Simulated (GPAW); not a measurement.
# Ta (Im-3m) in GPAW: a series of runs

One crystal, Ta, is run at these levels: PBEsol, PBEsol+D3, PBEsol+D3(BJ), PBEsol+D3(BJ)+ATM, PBEsol+D4; tasks: relaxation of cell and atoms.

Everything below comes from runs of GPAW 26.7.0. Logs are shortened: lines on timing, memory, paths and dates and some standing lists are left out, and cuts for length are marked. The log counts tension as positive stress, the text compression.

### Step 1. The structure

The structure is cubic, space group Im-3m (No. 229). The conventional cell has a = 3.303 Å, b = 3.303 Å, c = 3.303 Å, α = 90.00°, β = 90.00°, γ = 90.00°. Ta (site symmetry m-3m) has 8 Ta at 2.86 Å as nearest neighbours.

### Step 2. Relaxation of cell and atoms, PBEsol

Contents of run.py:

```python
from ase import Atoms
from ase.filters import FrechetCellFilter
from ase.io import write
from ase.optimize import BFGS
from gpaw import GPAW, PW, setup_paths

setup_paths.insert(0, '.')

atoms = Atoms(['Ta'],
              cell=[[-1.65128, 1.65128, 1.65128],
                    [1.65128, -1.65128, 1.65128],
                    [1.65128, 1.65128, -1.65128]],
              scaled_positions=[[0.0, 0.0, 0.0]],
              pbc=True)

calc = GPAW(mode=PW(600),
            xc='PBEsol',
            kpts={'size': (11, 11, 11), 'gamma': True},
            occupations={'name': 'fermi-dirac', 'width': 0.05},
            nbands=15,
            convergence={'density': 1e-05, 'forces': 0.0001},
            maxiter=150,
            txt='gpaw.txt')
atoms.calc = calc
opt = BFGS(FrechetCellFilter(atoms), trajectory='relax.traj', logfile='-')
done = opt.run(fmax=0.02, steps=60)
calc.write('gs.gpw')
write('result.traj', atoms)
print('Converged:', done)
print('Cell:', atoms.cell.cellpar().round(4))
print('Volume:', round(atoms.get_volume(), 4))
print(atoms.get_scaled_positions().round(5))
```

Potentials or basis: PAW data sets generated in the run's folder for this functional, pw.

Run with:

```bash
$ gpaw-setup -f PBEsol Ta
$ OMP_NUM_THREADS=1 python run.py
```

gpaw.txt:

```text
__  _  _
 | _ |_)|_||  |
 |__||  | ||/\| - 26.7.0

Input parameters:
  mode=PW(ecut=600.0),
  convergence={'density': 1e-05, 'forces': 0.0001},
  kpts=MonkhorstPack(size=(11, 11, 11), gamma=True),
  maxiter=150,
  nbands=15,
  occupations=Occupations(name='fermi-dirac', width=0.05),
  xc=XC(name='PBEsol')

Diagonalizing LCAO Hamiltonian
Converting LCAO to pw mode

       Ta

Atoms  # Å, Bohr magnetons
|   | symbol |        x |        y |        z |    initial magnetic moments |
|---|--------|----------|----------|----------|-----------------------------|
| 0 |     Ta | 0.000000 | 0.000000 | 0.000000 | ( 0.0000,  0.0000,  0.0000) |

Unit cell  # Å
| periodic |         x |         y |         z |  lengths |     angles |
|----------|-----------|-----------|-----------|----------|------------|
|      yes | -1.651280 |  1.651280 |  1.651280 | 2.860101 | 109.471221 |
|      yes |  1.651280 | -1.651280 |  1.651280 | 2.860101 | 109.471221 |
|      yes |  1.651280 |  1.651280 | -1.651280 | 2.860101 | 109.471221 |

Number of symmetries: 48
Symmetry operations  # r_c * U_cc + t_c -> r_c
|    | kind |            matrix            |
|----|------|------------------------------|
|  0 |  σ   |  1, 1, 1,  0, 0,-1,  0,-1, 0 |
|  1 |  C4  |  1, 1, 1,  0, 0,-1, -1, 0, 0 |
|  2 |  C2  |  1, 1, 1,  0,-1, 0,  0, 0,-1 |
|  3 |  S6  |  1, 1, 1,  0,-1, 0, -1, 0, 0 |
|  4 |  S6  |  1, 1, 1, -1, 0, 0,  0, 0,-1 |
|  5 |  C4  |  1, 1, 1, -1, 0, 0,  0,-1, 0 |
|  6 |  E   |  1, 0, 0,  0, 1, 0,  0, 0, 1 |
|  7 |  σ   |  1, 0, 0,  0, 1, 0, -1,-1,-1 |
|  8 |  σ   |  1, 0, 0,  0, 0, 1,  0, 1, 0 |
|  9 |  C3  |  1, 0, 0,  0, 0, 1, -1,-1,-1 |
| 10 |  C3  |  1, 0, 0, -1,-1,-1,  0, 1, 0 |
| 11 |  σ   |  1, 0, 0, -1,-1,-1,  0, 0, 1 |
| 12 |  σ   |  0, 1, 0,  1, 0, 0,  0, 0, 1 |
| 13 |  C2  |  0, 1, 0,  1, 0, 0, -1,-1,-1 |
| 14 |  C3  |  0, 1, 0,  0, 0, 1,  1, 0, 0 |
| 15 |  S4  |  0, 1, 0,  0, 0, 1, -1,-1,-1 |
| 16 |  S4  |  0, 1, 0, -1,-1,-1,  1, 0, 0 |
[... 17 lines left out ...]
| 34 |  σ   |  0,-1, 0, -1, 0, 0,  1, 1, 1 |
| 35 |  C2  |  0,-1, 0, -1, 0, 0,  0, 0,-1 |
| 36 |  C2  | -1, 0, 0,  1, 1, 1,  0, 0,-1 |
| 37 |  S6  | -1, 0, 0,  1, 1, 1,  0,-1, 0 |
| 38 |  S6  | -1, 0, 0,  0, 0,-1,  1, 1, 1 |
| 39 |  C2  | -1, 0, 0,  0, 0,-1,  0,-1, 0 |
| 40 |  C2  | -1, 0, 0,  0,-1, 0,  1, 1, 1 |
| 41 |  i   | -1, 0, 0,  0,-1, 0,  0, 0,-1 |
| 42 |  S4  | -1,-1,-1,  1, 0, 0,  0, 1, 0 |
| 43 |  C3  | -1,-1,-1,  1, 0, 0,  0, 0, 1 |
| 44 |  C3  | -1,-1,-1,  0, 1, 0,  1, 0, 0 |
| 45 |  σ   | -1,-1,-1,  0, 1, 0,  0, 0, 1 |
| 46 |  S4  | -1,-1,-1,  0, 0, 1,  1, 0, 0 |
| 47 |  C2  | -1,-1,-1,  0, 0, 1,  0, 1, 0 |

BZ-sampling:
  Number of BZ points: 1331
  Number of IBZ points: 56

  Monkhorst-Pack size: [11, 11, 11]
  Monkhorst-Pack shift: [0, 0, 0]

K-points  # in reciprocal-cell coordinates
|     |                                coordinates |     weight |
|-----|--------------------------------------------|------------|
|   0 | (  0.00000000,   0.00000000,   0.00000000) | 0.00075131 |
|   1 | (  0.09090909,   0.00000000,   0.00000000) | 0.00901578 |
|   2 | (  0.09090909,   0.09090909,  -0.09090909) | 0.00450789 |
|   3 | (  0.18181818,   0.00000000,  -0.09090909) | 0.01803156 |
|   4 | (  0.18181818,   0.00000000,   0.00000000) | 0.00901578 |
|   5 | (  0.18181818,   0.09090909,  -0.09090909) | 0.01803156 |
|   6 | (  0.18181818,   0.18181818,  -0.18181818) | 0.00450789 |
|   7 | (  0.27272727,  -0.09090909,  -0.09090909) | 0.00601052 |
|   8 | (  0.27272727,   0.00000000,  -0.09090909) | 0.03606311 |
|   9 | (  0.27272727,   0.00000000,   0.00000000) | 0.00901578 |
| ... |                                            |            |
|  55 | (  0.45454545,   0.45454545,   0.45454545) | 0.00601052 |

Plane wave coefficients: 615
Cutoff: 600.0 eV

Spin-components: 1 (collinear spins)
Bands:           15
Projectors:      6
Spin-degeneracy: 2
Datatype:        complex128

Parallelization:
  kpt:    1
  domain: 1
  band:   1

Density:
  Valence electrons: 13.0
  Components: 1
  Grid points: [18 18 18]
  Charge: 0.0  # |e|

Potential:
  Grid points: [18 18 18]

species:
  Ta:
    name:    Tantalum
    Z:       73.0
    valence: 13
    core:    60
    charge:  0.0  # [|e|]
    compensation charges:
      type: gauss
      rc: 0.42  # [Å]
      lmax: 2
    cutoffs:
      filter: 2.36  # [Å]
      core: 3.45  # [Å]
    projectors
    | kind |    occ | energy [eV] | rcut [Å] |
    |------|--------|-------------|----------|
    |   5s |  2.000 |     -72.818 |    1.365 |
[... 123 lines left out ...]
|      yes |  1.640607 | -1.640607 |  1.640607 | 2.841615 | 109.471221 |
|      yes |  1.640607 |  1.640607 | -1.640607 | 2.841615 | 109.471221 |

Number of symmetries: 48
Symmetry operations  # r_c * U_cc + t_c -> r_c
|    | kind |            matrix            |
|----|------|------------------------------|
|  0 |  σ   |  1, 1, 1,  0, 0,-1,  0,-1, 0 |
|  1 |  C4  |  1, 1, 1,  0, 0,-1, -1, 0, 0 |
|  2 |  C2  |  1, 1, 1,  0,-1, 0,  0, 0,-1 |
|  3 |  S6  |  1, 1, 1,  0,-1, 0, -1, 0, 0 |
|  4 |  S6  |  1, 1, 1, -1, 0, 0,  0, 0,-1 |
|  5 |  C4  |  1, 1, 1, -1, 0, 0,  0,-1, 0 |
|  6 |  E   |  1, 0, 0,  0, 1, 0,  0, 0, 1 |
|  7 |  σ   |  1, 0, 0,  0, 1, 0, -1,-1,-1 |
|  8 |  σ   |  1, 0, 0,  0, 0, 1,  0, 1, 0 |
|  9 |  C3  |  1, 0, 0,  0, 0, 1, -1,-1,-1 |
| 10 |  C3  |  1, 0, 0, -1,-1,-1,  0, 1, 0 |
| 11 |  σ   |  1, 0, 0, -1,-1,-1,  0, 0, 1 |
| 12 |  σ   |  0, 1, 0,  1, 0, 0,  0, 0, 1 |
| 13 |  C2  |  0, 1, 0,  1, 0, 0, -1,-1,-1 |
| 14 |  C3  |  0, 1, 0,  0, 0, 1,  1, 0, 0 |
| 15 |  S4  |  0, 1, 0,  0, 0, 1, -1,-1,-1 |
| 16 |  S4  |  0, 1, 0, -1,-1,-1,  1, 0, 0 |
[... 17 lines left out ...]
| 34 |  σ   |  0,-1, 0, -1, 0, 0,  1, 1, 1 |
| 35 |  C2  |  0,-1, 0, -1, 0, 0,  0, 0,-1 |
| 36 |  C2  | -1, 0, 0,  1, 1, 1,  0, 0,-1 |
| 37 |  S6  | -1, 0, 0,  1, 1, 1,  0,-1, 0 |
| 38 |  S6  | -1, 0, 0,  0, 0,-1,  1, 1, 1 |
| 39 |  C2  | -1, 0, 0,  0, 0,-1,  0,-1, 0 |
| 40 |  C2  | -1, 0, 0,  0,-1, 0,  1, 1, 1 |
| 41 |  i   | -1, 0, 0,  0,-1, 0,  0, 0,-1 |
| 42 |  S4  | -1,-1,-1,  1, 0, 0,  0, 1, 0 |
| 43 |  C3  | -1,-1,-1,  1, 0, 0,  0, 0, 1 |
| 44 |  C3  | -1,-1,-1,  0, 1, 0,  1, 0, 0 |
| 45 |  σ   | -1,-1,-1,  0, 1, 0,  0, 0, 1 |
| 46 |  S4  | -1,-1,-1,  0, 0, 1,  1, 0, 0 |
| 47 |  C2  | -1,-1,-1,  0, 0, 1,  0, 1, 0 |

BZ-sampling:
  Number of BZ points: 1331
  Number of IBZ points: 56

  Monkhorst-Pack size: [11, 11, 11]
  Monkhorst-Pack shift: [0, 0, 0]

K-points  # in reciprocal-cell coordinates
|     |                                coordinates |     weight |
|-----|--------------------------------------------|------------|
|   0 | (  0.00000000,   0.00000000,   0.00000000) | 0.00075131 |
|   1 | (  0.09090909,   0.00000000,   0.00000000) | 0.00901578 |
|   2 | (  0.09090909,   0.09090909,  -0.09090909) | 0.00450789 |
|   3 | (  0.18181818,   0.00000000,  -0.09090909) | 0.01803156 |
|   4 | (  0.18181818,   0.00000000,   0.00000000) | 0.00901578 |
|   5 | (  0.18181818,   0.09090909,  -0.09090909) | 0.01803156 |
|   6 | (  0.18181818,   0.18181818,  -0.18181818) | 0.00450789 |
|   7 | (  0.27272727,  -0.09090909,  -0.09090909) | 0.00601052 |
|   8 | (  0.27272727,   0.00000000,  -0.09090909) | 0.03606311 |
|   9 | (  0.27272727,   0.00000000,   0.00000000) | 0.00901578 |
| ... |                                            |            |
|  55 | (  0.45454545,   0.45454545,   0.45454545) | 0.00601052 |

Plane wave coefficients: 603
Cutoff: 600.0 eV

Spin-components: 1 (collinear spins)
Bands:           15
Projectors:      6
Spin-degeneracy: 2
Datatype:        complex128

Parallelization:
  kpt:    1
  domain: 1
  band:   1

Density:
  Valence electrons: 13.0
  Components: 1
  Grid points: [18 18 18]
  Charge: 0.0  # |e|

Potential:
  Grid points: [18 18 18]

species:
  Ta:
    name:    Tantalum
    Z:       73.0
    valence: 13
    core:    60
    charge:  0.0  # [|e|]
    compensation charges:
      type: gauss
      rc: 0.42  # [Å]
      lmax: 2
    cutoffs:
      filter: 2.36  # [Å]
      core: 3.45  # [Å]
    projectors
    | kind |    occ | energy [eV] | rcut [Å] |
    |------|--------|-------------|----------|
    |   5s |  2.000 |     -72.818 |    1.365 |
    |   6s |  2.000 |      -5.457 |    1.365 |
    |   5p |  6.000 |     -39.444 |    1.349 |
    |   6p |  0.000 |      -1.369 |    1.349 |
    |   5d |  3.000 |      -3.632 |    1.307 |
    |    d |        |      23.579 |    1.307 |

    Using partial waves for Ta as LCAO basis

Reference energy: -424046.140309  # eV

eigensolver:
  PPCG
  Converge bands: occupied
  niter=2

density mixing:
  MSR1-Mixer
  Pratt-step length: 0.05
  Maximum mixing coefficient: 0.75
  Old densities: 10
  SVD Regularization: 0.005
  Good broyden scale: 1.0
  Trust region scale: 1.0
  Backstep threshold: 4.0
  History deletion threshold: 6.0
  Fourier metric: weight=20.0, sigma=0.015

occupation numbers:
  Fermi-Dirac:
    width: 0.0500  # eV

poisson solver:
  ecut: 4800.0  # eV

xc functional:
  name: PBEsol with 2 nearest neighbor stencil

convergence criteria:
- Maximum integral of absolute [dens]ity change: 1e-05 electrons / valence electron
- Maximum change in the atomic [forces] across last 2 cycles: 0.0001 eV/Ang OR
Maximum error relative to the maximum force is below inf
- Maximum [total energy] change in last 3 cyles: 0.0005 eV / valence electron
- Maximum integral of absolute [eigenst]ate change: 4e-08 eV^2 / valence electron
maximum number of iterations: 150

SCF iterations
|iter     | |      energy | eigst |  dens |force |
|---------|-|-------------|-------|-------|------|
|iter:   1| |  -10.609589 | -1.43 |       |      |
|iter:   2| |  -10.608330 | -4.67 | -2.08 |      |
|iter:   3| |  -10.602613 | -3.52 | -2.12 |      |
|iter:   4| |  -10.602845c| -5.14 | -3.03 |      |
|iter:   5| |  -10.602962c| -6.43 | -3.33 |      |
|iter:   6| |  -10.602962c| -8.07c| -4.59 |      |
|iter:   7| |  -10.602962c| -8.09c| -4.95 |      |
|iter:   8| |  -10.602962c| -9.88c| -6.40c|      |
|iter:   9| |  -10.602962c|-10.85c| -6.82c|-25.80c|

Converged in 9 steps
Energy contributions relative to reference atoms: (reference = -424046.140309)

Energy contributions:
  Kinetic:           7.688274
  Coulomb:          -7.927724
  Zero:             -0.267337
  External:          0.000000
  Xc:              -10.092629
  Entropy:          -0.007092
  Spinorbit:         0.000000
  ----------------------------
  Free energy:     -10.606508
  Extrapolated:    -10.602962

dipole moment: (-5.899573, -5.899573, -5.899573)  # |e|*Ang

Fermi level: 11.922
Eigenvalues  # (at kpt = [0.000, 0.000, 0.000])
| band index |      eig [eV] | occ [0-2] |
|------------|---------------|-----------|
|          0 |       -54.948 |     2.000 |
|          1 |       -21.065 |     2.000 |
|          2 |       -21.065 |     2.000 |
|          3 |       -21.065 |     2.000 |
|          4 |         3.981 |     2.000 |
|          5 |        12.650 |     0.000 |
|          6 |        12.650 |     0.000 |
|          7 |        12.650 |     0.000 |
|          8 |        15.956 |     0.000 |
|          9 |        15.956 |     0.000 |
|         10 |        26.894 |     0.000 |
|         11 |        26.894 |     0.000 |
|         12 |        26.894 |     0.000 |
|        ... |               |           |
|         14 |        38.257 |     0.000 |

No gap
No difference between direct/indirect transitions

Stress tensor  # eV/Ang^3
|        x |         y |         z |
|----------|-----------|-----------|
| 0.000659 |  0.000000 |  0.000000 |
| 0.000000 |  0.000659 | -0.000000 |
| 0.000000 | -0.000000 |  0.000659 |

Forces  # eV/Ang
|       x |       y |       z |
|---------|---------|---------|
| 0.00000 | 0.00000 | 0.00000 |  # Ta   0

# Writing to gs.gpw (mode='')
```

Run time: 35 s. Hardware: 1 thread of Intel Xeon Platinum 8488C (Sapphire Rapids), shared host; peak memory 0.15 GiB.

What came out:

```
Free energy                            : -10.6065 eV
Relaxed volume                         : 17.66 Å³/atom
Relaxed cell                           : a = 2.842 Å, b = 2.842 Å, c = 2.842 Å, α = 109.47°, β = 109.47°, γ = 109.47°
Space group after relaxing (to 0.05 Å) : Im-3m (No. 229)
Energy gained by relaxing              : 5.0 meV/atom
Ionic steps                            : 2
Pressure after relaxing                : -0.1 GPa
Band gap on the k mesh                 : none (metal or under the smearing width)
```

Step by step:
| step | energy change (eV) | largest force (eV/Å) | pressure (GPa) | volume (Å³) |
| --- | --- | --- | --- | --- |
| 1 | 0.0000 | 0.0000 | -4.04 | 18.01 |
| 2 | -0.0050 | 0.0000 | -0.11 | 17.66 |

Final structure:
```
Ta
1.0
    -1.64061    1.64061    1.64061
     1.64061   -1.64061    1.64061
     1.64061    1.64061   -1.64061
Ta
1
Direct
  0.00000 0.00000 0.00000
```

Levels at points of the mesh, in eV from the Fermi level:
| k point | band 4 | band 5 | band 6 | band 7 | band 8 | band 9 |
| --- | --- | --- | --- | --- | --- | --- |
| (0.00, 0.00, 0.00) | -32.99 | -7.94 | 0.73 | 0.73 | 0.73 | 4.03 |

Caveat: later steps reuse the first step's grids. The run has no spin-orbit coupling, so splittings on Ta are missing.

### Step 3. Relaxation of cell and atoms, PBEsol+D3

Changes to run.py since step 2:

```diff
@@ -1,2 +1,3 @@
 from ase import Atoms
+from ase.calculators.mixing import SumCalculator
 from ase.filters import FrechetCellFilter
@@ -4,2 +5,3 @@
 from ase.optimize import BFGS
+from dftd3.ase import DFTD3
 from gpaw import GPAW, PW, setup_paths
@@ -23,3 +25,3 @@
             txt='gpaw.txt')
-atoms.calc = calc
+atoms.calc = SumCalculator([calc, DFTD3(method='pbesol', damping='d3zero')])
 opt = BFGS(FrechetCellFilter(atoms), trajectory='relax.traj', logfile='-')
```

Potentials or basis: PAW data sets generated in the run's folder for this functional, pw.

Run with:

```bash
$ gpaw-setup -f PBEsol Ta
$ OMP_NUM_THREADS=1 python run.py
```

Run time: 26 s. Hardware: 1 thread of Intel Xeon Platinum 8488C (Sapphire Rapids), shared host; peak memory 0.16 GiB.

The run converged. Its results:

```
Free energy                            : -11.1022 eV
Relaxed volume                         : 17.19 Å³/atom
Relaxed cell                           : a = 2.816 Å, b = 2.816 Å, c = 2.816 Å, α = 109.47°, β = 109.47°, γ = 109.47°
Space group after relaxing (to 0.05 Å) : Im-3m (No. 229)
Energy gained by relaxing              : 27.3 meV/atom
Ionic steps                            : 2
Pressure after relaxing                : -0.1 GPa
Band gap on the k mesh                 : none (metal or under the smearing width)
Dispersion energy per atom             : -0.504 eV
```

Step by step:
```
step  energy change (eV)  largest force (eV/Å)  pressure (GPa)  volume (Å³)
   1              0.0000                0.0000           -9.73        18.01
   2             -0.0273                0.0000           -0.10        17.19
```

Final structure:
```
Ta
1.0
    -1.62567    1.62567    1.62567
     1.62567   -1.62567    1.62567
     1.62567    1.62567   -1.62567
Ta
1
Direct
  0.00000 0.00000 0.00000
```

Levels at points of the mesh, in eV from the Fermi level:
```csv
k point,band 4,band 5,band 6,band 7,band 8,band 9
"(0.00, 0.00, 0.00)",-32.88,-8.04,0.73,0.73,0.73,4.13
```

Caveat: later steps reuse the first step's grids; pairwise dispersion overbinds metals, which lowers pressure and volume. Spin-orbit coupling is left out, which matters for the levels of Ta.

[end of part 1 of 2]
